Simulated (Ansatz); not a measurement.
**How far is PAW off for Cu₃Au?**

```xyz
4
Lattice="3.7400 0.0000 0.0000 0.0000 3.7400 0.0000 0.0000 0.0000 3.7774" Properties=species:S:1:pos:R:3 pbc="T T T"
Cu    0.0000    1.8700    1.8887
Cu    1.8700    0.0000    1.8887
Cu    1.8700    1.8700    0.0000
Au    0.0000    0.0000    0.0000
```

Atoms are numbered in the order listed.

The conventional cell has a = 3.740 Å, b = 3.740 Å, c = 3.777 Å, α = 90.00°, β = 90.00°, γ = 90.00°. Cu (atom 1) has 8 Cu at 2.64 to 2.66 Å and 4 Au at 2.66 Å as nearest neighbours. Around Cu (atom 3) lie 4 Au at 2.64 Å and 8 Cu at 2.66 Å. Au (atom 4) has 12 Cu at 2.64 to 2.66 Å as nearest neighbours.

The geometry is COD entry 9013496, unchecked; take it as a test cell. The listed cell was then made from it by scaling, straining or moving an atom.

No spin–orbit coupling, which matters for the heavy atoms here.

Levels of theory: DFT, LDA, PAW with Ansatz's default frozen-core files, scalar-relativistic (Ansatz 0.2.0); DFT, LDA, all-electron LAPW, scalar-relativistic (Ansatz 0.2.0).

For PAW: a Γ-centred 9×9×9 k mesh, Fermi–Dirac smearing of 0.08 eV, cutoff 420 eV, no spin polarisation; the PAW files were made with PBE, and the program remakes their frozen cores for this functional. LAPW targets a basis error of 1 meV/atom. The Ansatz runs share mesh, smearing and spin set-up. Plane-wave (PAW) pressures include the program's estimate of the Pulay term.

Stress and pressure are positive in compression.

PAW results:

```tsv
quantity	PAW
pressure (GPa)	-10.48
stress xx (GPa)	-10.23
stress zz (GPa)	-10.97
```

Question: What does all-electron LAPW give for the same quantities?

Answer: 
| quantity | LAPW |
| --- | --- |
| pressure (GPa) | -10.49 |
| stress xx (GPa) | -10.24 |
| stress zz (GPa) | -10.98 |
